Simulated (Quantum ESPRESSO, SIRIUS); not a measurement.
Given: the input of a run of SIRIUS 7.12.0 on Ge. Atoms were shifted at random by some hundredths of an Å from the given cell, which wasn't relaxed again for these runs. This isn't the form of Ge at room conditions, which is diamond.

sirius.json

```json
{
  "control": {
    "processing_unit": "cpu",
    "verbosity": 2,
    "num_bands_to_print": 39,
    "print_forces": true,
    "print_stress": true
  },
  "parameters": {
    "electronic_structure_method": "pseudopotential",
    "xc_functionals": ["XC_GGA_X_PBE_SOL", "XC_GGA_C_PBE_SOL"],
    "gk_cutoff": 8.9,
    "pw_cutoff": 17.8,
    "ngridk": [8, 8, 4],
    "shiftk": [0, 0, 0],
    "smearing": "fermi_dirac",
    "smearing_width": 0.0018374661,
    "num_bands": 39,
    "num_mag_dims": 0,
    "num_dft_iter": 100,
    "energy_tol": 1e-08,
    "density_tol": 1e-06
  },
  "iterative_solver": {
    "type": "davidson",
    "min_tolerance": 1e-10
  },
  "mixer": {
    "type": "anderson",
    "beta": 0.7,
    "max_history": 8
  },
  "settings": {
    "tol_ne": 1e-10,
    "pseudo_grid_cutoff": 6.5
  },
  "unit_cell": {
    "lattice_vectors": [
      [7.55434240314, 0.0, 0.0],
      [-3.777171201665, 6.542252430131, 0.0],
      [0.0, 0.0, 12.471016918394]
    ],
    "atom_coordinate_units": "lattice",
    "atom_types": ["Ge"],
    "atom_files": {
      "Ge": "Ge.json"
    },
    "atoms": {
      "Ge": [
        [0.328034, 0.664887, 0.939588],
        [0.677631, 0.339187, 0.433296],
        [0.343627, 0.670521, 0.567255],
        [0.673128, 0.326905, 0.061173]
      ]
    }
  }
}
```

Potentials or basis: PseudoDojo 0.4.1 PBEsol standard (scalar relativistic).

Launch:

```console
$ upf_to_json Ge.upf
$ OMP_NUM_THREADS=4 sirius.scf --input=sirius.json --output=out.json --task=0
```

Question: Set up the same calculation for Quantum ESPRESSO 7.5. Potentials or basis there: GBRV 1.5 PBEsol, cutoff 612 eV.

Answer: As run (cutoffs and basis follow the program's own potentials, and thresholds, step limits or extra output files can differ):

pw.in

```
&CONTROL
  calculation = 'scf'
  prefix = 'pwscf'
  outdir = './tmp'
  pseudo_dir = './pseudo'
  tprnfor = .true.
  tstress = .true.
  disk_io = 'nowf'
/
&SYSTEM
  ibrav = 0
  nat = 4
  ntyp = 1
  ecutwfc = 45
  ecutrho = 360
  nbnd = 38
  occupations = 'smearing'
  smearing = 'fd'
  degauss = 0.00367493
/
&ELECTRONS
  conv_thr = 8d-10
  electron_maxstep = 120
  mixing_beta = 0.5
/
ATOMIC_SPECIES
Ge    72.6300 ge_pbesol_v1.4.uspp.F.UPF
CELL_PARAMETERS angstrom
   3.9975858431    0.0000000000    0.0000000000
  -1.9987929216    3.4620108940    0.0000000000
   0.0000000000    0.0000000000    6.5993779500
ATOMIC_POSITIONS crystal
Ge     0.3280340000    0.6648870000    0.9395880000
Ge     0.6776310000    0.3391870000    0.4332960000
Ge     0.3436270000    0.6705210000    0.5672550000
Ge     0.6731280000    0.3269050000    0.0611730000
K_POINTS automatic
8 8 4 0 0 0
```

Potentials or basis: GBRV 1.5 PBEsol.

Launch:

```console
$ OMP_NUM_THREADS=1 mpirun -n 2 pw.x -nk 2 -in pw.in > pw.out
```

Both were run:

|  | SIRIUS | Quantum ESPRESSO |
| --- | --- | --- |
| Pressure | 0.0 GPa | -0.2 GPa |
| Largest force | 0.628 eV/Å | 0.628 eV/Å |

Pressure is positive in compression.
